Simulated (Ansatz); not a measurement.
Crystal: CdTe.

```
Te Cd
1.0
     0.00000    3.20500    3.20500
     3.20500    0.00000    3.20500
     3.20500    3.20500    0.00000
Te Cd
1 1
Direct
  0.75000 0.75000 0.75000
  0.00000 0.00000 0.00000
```

```yaml
Program: Ansatz 0.2.0
Task: relaxation of cell and atoms
Functional: PBEsol
Potentials_or_basis: Ansatz PAW
Cutoff: "420 eV (not typed: the program's choice for these potentials)"
k_mesh: 7 × 7 × 7
Occupations: fermi-dirac, width 0.05 eV
Spin: no spin polarisation
```

At the start: volume 32.92 Å³/atom.

Q: Where does the relaxation end?

A: It ends after 5 steps and the volume is 34.16 Å³/atom (+3.8 %); space group F-43m (No. 216, to 0.05 Å).

Step by step:
```csv
step,energy change (eV),largest force (eV/Å),volume (Å³)
1,0.0000,0.0000,65.84
2,-0.0080,0.0000,69.78
3,-0.0120,0.0000,68.43
4,-0.0120,0.0000,68.33
5,-0.0125,0.0000,68.33
```

Final structure:
```xyz
2
Lattice="0.0000 3.2448 3.2448 3.2448 0.0000 3.2448 3.2448 3.2448 0.0000" Properties=species:S:1:pos:R:3 pbc="T T T"
Te    4.8672    4.8672    4.8672
Cd    0.0000    0.0000    0.0000
```

Caveat: the plane-wave basis is chosen anew once the cell has moved, so the energies of steps on either side of that aren't comparable; the PAW data sets come from PBE, with cores solved anew for the run's functional, which leaves a small shift of forces and pressure.
